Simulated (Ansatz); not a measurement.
**CuO (Tenorite) under changes of volume**

One of the cells (10.163 Å³/atom); the others are scaled copies at fixed shape and fractional positions:

```
Cu O
1.0
     2.34465   -1.71340    0.00000
     2.34465    1.71340    0.00000
    -0.86055    0.00000    5.05944
Cu O
2 2
Direct
  0.49680 0.00320 0.50000
  0.00320 0.49680 0.00000
  0.40560 0.57140 0.75370
  0.57140 0.40560 0.25370
```

```yaml
Program: Ansatz 0.2.0
Functional: r2SCAN
Potentials_or_basis: Ansatz PAW
Cutoff: "500 eV (not typed: the program's choice for these potentials)"
k_mesh: 10 × 10 × 5
Occupations: fermi-dirac, width 0.05 eV
Spin: no spin polarisation
```

```csv
volume (Å³/atom),energy over the lowest point (meV/atom),pressure (GPa),largest force (eV/Å)
9.553,?,?,?
9.756,6.47,6.8,0.864
9.959,0.67,2.5,0.797
10.163,0.00,-1.3,0.735
10.366,3.90,-4.7,0.721
10.569,11.87,-7.8,0.715
10.772,23.50,-10.5,0.715
```

Problem. What does the run at 9.553 Å³/atom give?

Solution. Energy over the lowest point 17.99 meV/atom; pressure 11.5 GPa; largest force 0.935 eV/Å.

Worked out: A Birch-Murnaghan fit of order 3 (a polynomial in V^(-2/3)) to the other rows has its minimum at 10.09 Å³/atom with B0 = V·E''(V) = 186 GPa and B' = 4.6 at fixed shape and positions, which overstates the stiffness. It gives 17.98 meV/atom at 9.553 Å³/atom, against the run's 17.99, and -dE/dV = 11.5 GPa, against 11.5.

Energies are extrapolated to zero smearing.

Caveats: the run has no spin polarisation, though such a crystal can be magnetic; the PAW data sets come from PBE, with cores solved anew for the run's functional, which leaves a small shift of forces and pressure.
